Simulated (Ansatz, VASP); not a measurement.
This is a calculation of Zn for VASP 6.6.1.

The input INCAR:

```
PREC = Accurate
ENCUT = 520
EDIFF = 1E-7
ISMEAR = -1
SIGMA = 0.05
LREAL = F
LASPH = T
NELM = 60
ALGO = Normal
ISIF = 2
LWAVE = F
LCHARG = F
GGA = PS
NBANDS = 19
```

Contents of KPOINTS:

```
Automatic mesh
0
Gamma
  11 11 6
```

File POSCAR:

```
Zn
1.0
    2.6154949103      0.0000000000      0.0000000000
   -1.3077474551      2.2650850358      0.0000000000
    0.0000000000      0.0000000000      4.8646246159
Zn
2
Direct
    0.6666666667      0.3333333333      0.7500000000
    0.3333333333      0.6666666667      0.2500000000
```

Potentials or basis: VASP PAW PBE potentials, release 64 (Zn).

Command:

```console
$ cat potpaw_PBE.64/Zn/POTCAR > POTCAR
$ mpirun -np 1 vasp_std > vasp.out
```

Q: Set up the same calculation for Ansatz 0.2.0. Potentials there: all-electron LAPW, scalar-relativistic.

A: As run (the cutoff follows the program's own potentials):

Contents of input.yaml:

```yaml
crystal:
  lattice:
    - [2.6154949103, 0.0, 0.0]
    - [-1.3077474551, 2.2650850358, 0.0]
    - [0.0, 0.0, 4.8646246159]
  atoms:
    - { symbol: Zn, position: [0.6666666667, 0.3333333333, 0.75] }
    - { symbol: Zn, position: [0.3333333333, 0.6666666667, 0.25] }
kpoints:
  mp_grid: { grid: [11, 11, 6] }
scf:
  occupations: { method: fermi_dirac, width: 0.05 }
hamiltonian:
  xc: pbesol
  pseudopotentials: { kind: all_electron, lapw: { basis_error: 0.001 } }
output:
  forces: true
  stress: true
  eigenvalues: true
```

Potentials or basis: all-electron LAPW, scalar-relativistic.

Launch:

```sh
$ ansatz run input.yaml --threads 1 --pin off --max-ram 3072MiB --backend cpu --events-out ev --progress --plain --runs-dir out
```

Both were run:

|  | VASP | Ansatz | Ansatz less VASP |
| --- | --- | --- | --- |
| gap on the k mesh at the Fermi level (eV) | none | none | - |
| pressure (GPa) | -0.7 | -1.1 | -0.42 |
| largest component of the traceless stress (GPa) | 1.56 | 1.41 | -0.153 |

A gap of «none» marks a metal or a gap that the smearing closes. Ansatz ran all-electron here, so the differences hold the error of VASP's frozen core and of both bases.

Caveats: the PAW data sets were made with another functional, which shifts forces and pressure a little (VASP).
